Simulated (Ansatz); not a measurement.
Input and command of a plane-wave DFT calculation in Ansatz:

```yaml
crystal:
  lattice:
    - [2.8679135953, 0.0, 0.0]
    - [0.0, 2.8679135953, 0.0]
    - [0.0, 0.0, 26.0837634532]
  atoms:
    - { symbol: Ti, position: [0.5, 0.5, 0.3258732205] }
    - { symbol: Ti, position: [0.0, 0.0, 0.4036197143] }
    - { symbol: Ti, position: [0.5, 0.5, 0.4852303263] }
    - { symbol: Ti, position: [0.0, 0.0, 0.5570142872] }
    - { symbol: "N", position: [0.0, 0.5, 0.6267894944] }
    - { symbol: H, position: [-0.0038569367, 0.4303696312, 0.6651275203] }
basis:
  ecutwfc: 420
kpoints:
  mp_grid: { grid: [10, 10, 1] }
hamiltonian:
  xc: pbesol
scf:
  occupations: { method: gaussian, width: 0.1 }
output:
  forces: true
  eigenvalues: true
  write_density: true
  write_potential: true
  elf: true
  volumetric_format: npy
relax:
  adjacent_minimum: "off"
  f_tol: 0.03
  max_steps: 70
  constraints: [{ sites: [0, 1] }]
efield:
  axis: 3
  dipole_correction: true
  ramp_width: 0.04
```

```bash
ansatz run input.yaml --threads 2 --pin off --max-ram 5120MiB --backend cpu --events-out ev --progress --plain --runs-dir out
```

Processor: Arm Neoverse V1, 2 threads, on a host shared with other jobs.

Problem. How long does it run, and how much memory does it take?

Solution. About 11 min on 2 threads of Arm Neoverse V1 (shared host), peak memory 0.61 GiB. It solves 33 bands at 52 k points (the mesh reduced by symmetry) with about 4187 plane waves, in 172 SCF iterations over 27 ionic steps.
